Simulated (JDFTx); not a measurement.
**W: equation of state with r2SCAN**

Crystal: W.

```
W
1.0
    -1.58234    1.58234    1.58234
     1.58234   -1.58234    1.58234
     1.58234    1.58234   -1.58234
W
1
Cartesian
  0.0000 0.0000 0.0000
```

```
Program                                 : JDFTx 1.7.0 (patched build)
Task                                    : equation of state
Functional                              : r2SCAN
Potentials or basis                     : SG15-PBE-1.2 with smoothed tails
Cutoff                                  : 1088 eV
Density cutoff                          : 4354 eV
k mesh                                  : 10 × 10 × 10
Occupations                             : fermi-dirac, width 0.05 eV
Spin                                    : no spin polarisation
Local potential set to -Z/r beyond      : 6 bohr
Bands                                   : 21
Density cutoff over wavefunction cutoff : 4
Max SCF steps                           : 100
SCF threshold on the energy             : 1e-09 Ha
Solver of the electrons                 : scf
```

| Item | Value |
| --- | --- |
| Equilibrium volume | 15.30 Å³/atom |
| Bulk modulus | 334 GPa |
| Pressure derivative of the bulk modulus | 4.1 |

Energy against volume, from the lowest point:
| volume (Å³/atom) | energy (meV/atom) |
| --- | --- |
| 14.897 | 11.07 |
| 15.214 | 0.00 |
| 15.531 | 3.01 |
| 15.848 | 18.70 |
| 16.165 | 45.79 |
| 16.482 | 83.13 |
| 16.798 | 129.72 |

Caveat: the potentials were made for another functional, which shifts forces and pressure. The run has no spin-orbit coupling, so splittings on W are missing.
